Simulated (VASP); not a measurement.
# Se (R-3m) in VASP: notebook, part 2 of 3

VASP 6.6.1. The steps go on from the part before.

### Step 3. Relaxation of cell and atoms, LDA, target pressure 0.0001 GPa, at which the enthalpy is minimised

This run uses another cell than the first one, of 21.27 Å³/atom, 1.334 times its volume.

INCAR

```
PREC = Accurate ; ENCUT = 520
EDIFF = 1E-7 ; ISMEAR = 0
SIGMA = 0.1 ; LREAL = F
LASPH = T ; NELM = 60
ALGO = Normal ; ISIF = 3
LWAVE = F ; LCHARG = F
GGA = CA ; IBRION = 2
NSW = 80 ; EDIFFG = -0.002
PSTRESS = 0.001
```

KPOINTS

```
Automatic mesh
0
Gamma
  21 21 21
```

POSCAR

```
Se                                      
1.0
    1.9611381634      1.1322640165      1.5962387496
   -1.9611381634      1.1322640165      1.5962387496
   -0.0000000000     -2.2645280353      1.5962387527
  Se            
     1
Direct
     0.0000000000000000    0.0000000000000000    0.0000000000000000
```

Potentials or basis: VASP PAW LDA potentials, release 64 (Se).

Launch:

```bash
cat potpaw_LDA.64/Se/POTCAR > POTCAR
mpirun -np 1 vasp_std > vasp.out
```

OUTCAR:

```text
PREC = Accurate
   ENCUT = 520
   EDIFF = 1E-7
   ISMEAR = 0
   LREAL = F
   LASPH = T
   NELM = 60
   ISIF = 3
   GGA = CA
   IBRION = 2
   NSW = 80
   EDIFFG = -0.002
   PSTRESS = 0.001

 ion  position               nearest neighbor table
   1  0.000  0.000  0.000-

  LATTYP: Found a trigonal (rhomboedric) cell.
 ALAT       =     2.7705708518
 COS(alpha) =    -0.0020926024

  Lattice vectors:

 A1 = (   1.9611381634,   1.1322640165,   1.5962387496)
 A2 = (  -1.9611381634,   1.1322640165,   1.5962387496)
 A3 = (   0.0000000000,  -2.2645280353,   1.5962387527)

Analysis of symmetry for initial positions (statically):
=====================================================================
 Subroutine PRICEL returns:
 Original cell was already a primitive cell.

 Routine SETGRP: Setting up the symmetry group for a
 trigonal (rhombohedral) supercell.

 Subroutine GETGRP returns: Found 12 space group operations
 (whereof 12 operations were pure point group operations)
 out of a pool of 12 trial point group operations.

The static configuration has the point symmetry D_3d.

Analysis of symmetry for dynamics (positions and initial velocities):
=====================================================================
 Subroutine PRICEL returns:
 Original cell was already a primitive cell.

 Routine SETGRP: Setting up the symmetry group for a
 trigonal (rhombohedral) supercell.

 Subroutine GETGRP returns: Found 12 space group operations
 (whereof 12 operations were pure point group operations)
 out of a pool of 12 trial point group operations.

The dynamic configuration has the point symmetry D_3d.

 Subroutine INISYM returns: Found 12 space group operations
 (whereof 12 operations are pure point group operations),
 and found     1 'primitive' translations

----------------------------------------------------------------------------------------
[... 137 lines left out ...]
  ext. energy  EPLUGINS =         0.00000000
  ---------------------------------------------------
  free energy    TOTEN  =        -4.08322515 eV

  energy without entropy =       -4.08133110  energy(sigma->0) =       -4.08227812

------------------------ aborting loop because EDIFF is reached ----------------------------------------

  FORCE on cell =-STRESS in cart. coord.  units (eV):
  Direction    XX          YY          ZZ          XY          YZ          ZX
  --------------------------------------------------------------------------------------
  -------------------------------------------------------------------------------------
  Total        0.0006234      0.0006234      0.0078195      0.0000000     -0.0000000      0.0000000
  in kB        0.0469620      0.0469620      0.5890974      0.0000000     -0.0000000      0.0000000
  external PRESSURE =       0.2266738 kB  Pullay stress =       0.0010000 kB
[... 94 lines left out ...]
  energy  without entropy=       -4.0813329020  energy(sigma->0) =       -4.08227994

  enthalpy is  TOTEN    =        -4.0832137065 eV   P V=        0.0000132807

[... ionic steps 4 to 9 ...]

--------------------------------------- Ionic step       10  -------------------------------------------

 number of electron       6.0000001 magnetization

------------------------ aborting loop because EDIFF is reached ----------------------------------------
[... 69 lines left out ...]
--------------------------------------- Ionic step       12  -------------------------------------------

 number of electron       6.0000001 magnetization

 Free energy of the ion-electron system (eV)
  ---------------------------------------------------
  ext. energy  EPLUGINS =         0.00000000
  ---------------------------------------------------
  free energy    TOTEN  =        -4.08323297 eV

  energy without entropy =       -4.08134017  energy(sigma->0) =       -4.08228657

 E-fermi :   5.4854     XC(G=0): -10.4206

 val. band max:        5.4775908502   @ k =   0.4286   0.4286   0.2381
 cond. band min:       5.5190255151   @ k =  -0.1429   0.2857   0.1429
 fundamental gap:      0.0414346649
 Fermi energy:         5.4854133635

 k-point     1 :       0.0000    0.0000    0.0000
  band No.  band energies     occupation
      1     -11.1001      2.00000
      2       6.9549      0.00000
      3       6.9549      0.00000
      4       6.9550      0.00000
      5      13.1862      0.00000
      6      13.1862      0.00000
      7      13.4617      0.00000
[... 221 lines left out ...]
 k-point    24 :      -0.3810    0.0476    0.0000
  band No.  band energies     occupation
      1      -9.2333      2.00000
      2      -1.0092      2.00000
      3       7.9018      0.00000
      4       8.2858      0.00000
      5      15.2404      0.00000
      6      16.0341      0.00000
      7      18.7356      0.00000

 [... further k-points ...]

------------------------ aborting loop because EDIFF is reached ----------------------------------------

  FORCE on cell =-STRESS in cart. coord.  units (eV):
  Direction    XX          YY          ZZ          XY          YZ          ZX
  --------------------------------------------------------------------------------------
  -------------------------------------------------------------------------------------
  Total       -0.0013126     -0.0013126     -0.0015912      0.0000000      0.0000000      0.0000000
  in kB       -0.0988457     -0.0988458     -0.1198329      0.0000000      0.0000000      0.0000000
  external PRESSURE =      -0.1068415 kB  Pullay stress =       0.0010000 kB
[... 20 lines left out ...]
  energy  without entropy=       -4.0813401718  energy(sigma->0) =       -4.08228657

  enthalpy is  TOTEN    =        -4.0832196928 eV   P V=        0.0000132789

 reached required accuracy - stopping structural energy minimisation
```

OSZICAR:

```text
N       E                     dE             d eps       ncg     rms          rms(c)
DAV:   1     0.100108973717E+02    0.10011E+02   -0.28752E+03 12551   0.727E+02
DAV:   2    -0.383124050518E+01   -0.13842E+02   -0.13095E+02 17353   0.836E+01
DAV:   3    -0.408477405805E+01   -0.25353E+00   -0.25271E+00 14756   0.127E+01
DAV:   4    -0.408515289001E+01   -0.37883E-03   -0.37883E-03 18466   0.573E-01
[... 57 lines left out ...]
DAV:   4    -0.408323290119E+01    0.72873E-10   -0.45453E-08  8638   0.188E-03
  11 F= -.40832196E+01 E0= -.40822732E+01  d E =-.595027E-05
       N       E                     dE             d eps       ncg     rms          rms(c)
DAV:   1    -0.408323319869E+01   -0.29743E-06   -0.46734E-05 14518   0.414E-02    0.351E-03
DAV:   2    -0.408323306115E+01    0.13754E-06   -0.71606E-07 15155   0.724E-03    0.199E-03
DAV:   3    -0.408323297165E+01    0.89503E-07   -0.23561E-07 12075   0.287E-03
  12 F= -.40832197E+01 E0= -.40822733E+01  d E =-.602095E-05
```

CONTCAR:

```text
Se
   1.00000000000000
     1.9593237226817519    1.1312164476387816    1.5998115209835406
    -1.9593237226817519    1.1312164476387812    1.5998115209835406
     0.0000000000000000   -2.2624328975765731    1.5998115240912887
  Se
     1
Direct
     0.0000000000000000    0.0000000000000000    1.0000000000000000

  0.00000000E+00  0.00000000E+00  0.00000000E+00
```

Wall time 4.9 min (1 thread of Intel Xeon Platinum 8259CL at 2.50GHz (Skylake/Cascade Lake), shared host); peak memory 0.25 GiB.

Results:

```yaml
Free_energy: -4.0832 eV
Relaxed_volume: 21.28 Å³/atom
Relaxed_cell: a = 2.771 Å, b = 2.771 Å, c = 2.771 Å, α = 90.00°, β = 90.00°, γ = 90.00°
Space_group_after_relaxing_to_0.05_Å: Pm-3m (No. 221)
Energy_change_on_relaxing_the_enthalpy_is_what_falls: -0.0 meV/atom
Ionic_steps: 12
Pressure_after_relaxing: 0.0 GPa
Band_gap_on_the_k_mesh: none (metal or under the smearing width)
```

Final structure:
```yaml
crystal:
  lattice:
    - [1.95932, 1.13122, 1.59981]
    - [-1.95932, 1.13122, 1.59981]
    - [0.00000, -2.26243, 1.59981]
  atoms:
    - { symbol: Se, position: [0.00000, 0.00000, 0.00000] }
```

Caveat: the cell is relaxed towards a set pressure, so the enthalpy falls and the energy may rise.

### Step 4. Relaxation of cell and atoms, LDA, target pressure 250 GPa, at which the enthalpy is minimised

This run uses another cell than the first one, of 10.63 Å³/atom, 0.666 times its volume.

INCAR: that of step 3 with these lines changed.

```diff
@@ -8,2 +8,2 @@
 NSW = 80 ; EDIFFG = -0.002
-PSTRESS = 0.001
+PSTRESS = 2500
```

KPOINTS is that of step 3.

POSCAR

```
Se                                      
1.0
    1.9587110569      1.1308626150      0.7995643870
   -1.9587110569      1.1308626150      0.7995643870
    0.0000000000     -2.2617252307      0.7995643879
  Se            
     1
Direct
     0.0000000000000000    0.0000000000000000    0.0000000000000000
```

Potentials or basis: VASP PAW LDA potentials, release 64 (Se).

Launch:

```bash
cat potpaw_LDA.64/Se/POTCAR > POTCAR
mpirun -np 1 vasp_std > vasp.out
```

OUTCAR:

```text
PREC = Accurate
   ENCUT = 520
   EDIFF = 1E-7
   ISMEAR = 0
   LREAL = F
   LASPH = T
   NELM = 60
   ISIF = 3
   GGA = CA
   IBRION = 2
   NSW = 80
   EDIFFG = -0.002
   PSTRESS = 2500

 ion  position               nearest neighbor table
   1  0.000  0.000  0.000-

  LATTYP: Found a trigonal (rhomboedric) cell.
 ALAT       =     2.3988960935
 COS(alpha) =    -0.3333613775

  Lattice vectors:

 A1 = (   1.9587110569,   1.1308626150,   0.7995643870)
 A2 = (  -1.9587110569,   1.1308626150,   0.7995643870)
 A3 = (   0.0000000000,  -2.2617252307,   0.7995643879)

Analysis of symmetry for initial positions (statically):
=====================================================================
 Subroutine PRICEL returns:
 Original cell was already a primitive cell.

 Routine SETGRP: Setting up the symmetry group for a
 trigonal (rhombohedral) supercell.

 Subroutine GETGRP returns: Found 12 space group operations
 (whereof 12 operations were pure point group operations)
 out of a pool of 12 trial point group operations.

The static configuration has the point symmetry D_3d.

Analysis of symmetry for dynamics (positions and initial velocities):
=====================================================================
 Subroutine PRICEL returns:
 Original cell was already a primitive cell.

 Routine SETGRP: Setting up the symmetry group for a
 trigonal (rhombohedral) supercell.

 Subroutine GETGRP returns: Found 12 space group operations
 (whereof 12 operations were pure point group operations)
 out of a pool of 12 trial point group operations.

The dynamic configuration has the point symmetry D_3d.

 Subroutine INISYM returns: Found 12 space group operations
 (whereof 12 operations are pure point group operations),
 and found     1 'primitive' translations

[... 137 lines left out ...]
  ---------------------------------------------------
  ext. energy  EPLUGINS =         0.00000000
  ---------------------------------------------------
  free energy    TOTEN  =        -0.80736790 eV

  energy without entropy =       -0.80563789  energy(sigma->0) =       -0.80650290

------------------------ aborting loop because EDIFF is reached ----------------------------------------

  FORCE on cell =-STRESS in cart. coord.  units (eV):
  Direction    XX          YY          ZZ          XY          YZ          ZX
  --------------------------------------------------------------------------------------
  -------------------------------------------------------------------------------------
  Total       12.4347130     12.4347187     12.4365988      0.0000000     -0.0000000      0.0000000
  in kB     1874.8280094   1874.8288691   1875.1123478      0.0000000     -0.0000010      0.0000000
  external PRESSURE =    -625.0769246 kB  Pullay stress =    2500.0000000 kB
[... 94 lines left out ...]
  energy  without entropy=       -0.0192564327  energy(sigma->0) =       -0.01986639

  enthalpy is  TOTEN    =        15.6221536217 eV   P V=       15.6426299653

[... ionic steps 4 to 15 ...]

--------------------------------------- Ionic step       16  -------------------------------------------

 number of electron       5.9999997 magnetization

------------------------ aborting loop because EDIFF is reached ----------------------------------------
[... 69 lines left out ...]
--------------------------------------- Ionic step       18  -------------------------------------------

 number of electron       5.9999996 magnetization

 Free energy of the ion-electron system (eV)
  ---------------------------------------------------
  ext. energy  EPLUGINS =         0.00000000
  ---------------------------------------------------
  free energy    TOTEN  =         0.26090120 eV

  energy without entropy =        0.26202456  energy(sigma->0) =        0.26146288

 E-fermi :  18.3622     XC(G=0): -14.2296

 val. band max:       18.3564225344   @ k =   0.4762   0.4762   0.4762
 cond. band min:      18.3932171610   @ k =  -0.3333  -0.3333   0.2381
 fundamental gap:      0.0367946266
 Fermi energy:        18.3621753282

 k-point     1 :       0.0000    0.0000    0.0000
  band No.  band energies     occupation
      1      -7.8230      2.00000
      2      27.2023      0.00000
      3      27.2023      0.00000
      4      27.2038      0.00000
      5      32.8712      0.00000
      6      32.8719      0.00000
      7      32.8720      0.00000
[... 221 lines left out ...]
 k-point    24 :      -0.3810    0.0476    0.0000
  band No.  band energies     occupation
      1      -2.4700      2.00000
      2       9.3881      2.00000
      3      19.3083      0.00000
      4      22.4813      0.00000
      5      26.9506      0.00000
      6      28.3122      0.00000
      7      37.2192      0.00000

 [... further k-points ...]

------------------------ aborting loop because EDIFF is reached ----------------------------------------

  FORCE on cell =-STRESS in cart. coord.  units (eV):
  Direction    XX          YY          ZZ          XY          YZ          ZX
  --------------------------------------------------------------------------------------
  -------------------------------------------------------------------------------------
  Total       15.3508813     15.3509902     15.3523203      0.0000000     -0.0000001      0.0000000
  in kB     2499.9026450   2499.9203869   2500.1369915      0.0000000     -0.0000216      0.0000000
  external PRESSURE =      -0.0133255 kB  Pullay stress =    2500.0000000 kB
[... 20 lines left out ...]
  energy  without entropy=        0.2620245597  energy(sigma->0) =        0.26146288

  enthalpy is  TOTEN    =        15.6123802664 eV   P V=       15.3514790683

 reached required accuracy - stopping structural energy minimisation
```

CONTCAR:

```text
Se
   1.00000000000000
     1.9090064313864681    1.1021692847206850    0.7793164592891765
    -1.9090064313864681    1.1021692847206850    0.7793164592891767
    -0.0000000000000000   -2.2043385795514157    0.7793164734947374
  Se
     1
Direct
     0.0000000000000000    0.0000000000000000    0.0000000000000000

  0.00000000E+00  0.00000000E+00  0.00000000E+00
```

Run time: 4.3 min. Hardware: 1 thread of Intel Xeon Platinum 8259CL at 2.50GHz (Skylake/Cascade Lake), shared host; peak memory 0.19 GiB.

What came out:

* Free energy: 0.2609 eV
* Relaxed volume: 9.84 Å³/atom
* Relaxed cell: a = 2.338 Å, b = 2.338 Å, c = 2.338 Å, α = 109.47°, β = 109.47°, γ = 109.47°
* Space group after relaxing (to 0.05 Å): Im-3m (No. 229)
* Energy change on relaxing (the enthalpy is what falls): +1068.3 meV/atom
* Ionic steps: 18
* Pressure after relaxing: 250.0 GPa
* Band gap on the k mesh: none (metal or under the smearing width)

The path:
```tsv
step	energy change (eV)	largest force (eV/Å)	pressure (GPa)	volume (Å³)
1	0.0000	0.0000	187.49	10.63
2	20.5412	0.0000	1709.07	5.44
3	0.7869	0.0000	233.36	10.02
4	0.9559	0.0000	243.33	9.91
5	1.0690	0.0000	250.05	9.84
6	1.0451	0.0000	248.63	9.85
7	1.0483	0.0000	248.81	9.85
8	1.0577	0.0000	249.37	9.85
9	1.0581	0.0000	249.39	9.84
10	1.0592	0.0000	249.45	9.84
11	1.0613	0.0000	249.59	9.84
12	1.0657	0.0000	249.85	9.84
13	1.0744	0.0000	250.36	9.83
14	1.0685	0.0000	250.02	9.84
15	1.0685	0.0000	250.01	9.84
16	1.0685	0.0000	250.01	9.84
17	1.0684	0.0000	250.01	9.84
18	1.0683	0.0000	250.00	9.84
```

Final structure:
```xyz
1
Lattice="1.9090 1.1022 0.7793 -1.9090 1.1022 0.7793 0.0000 -2.2043 0.7793" Properties=species:S:1:pos:R:3 pbc="T T T"
Se    0.0000    0.0000    0.0000
```

Levels at points of the mesh, in eV from the Fermi level:
```
           k point  band 1  band 2  band 3  band 4  band 5  band 6  band 7
(0.00, 0.00, 0.00)  -26.19    8.84    8.84    8.84   14.51   14.51   14.51
```

Caveat: the cell is relaxed towards a set pressure, so the enthalpy falls and the energy may rise.

(Part 2 of 3 ends here.)
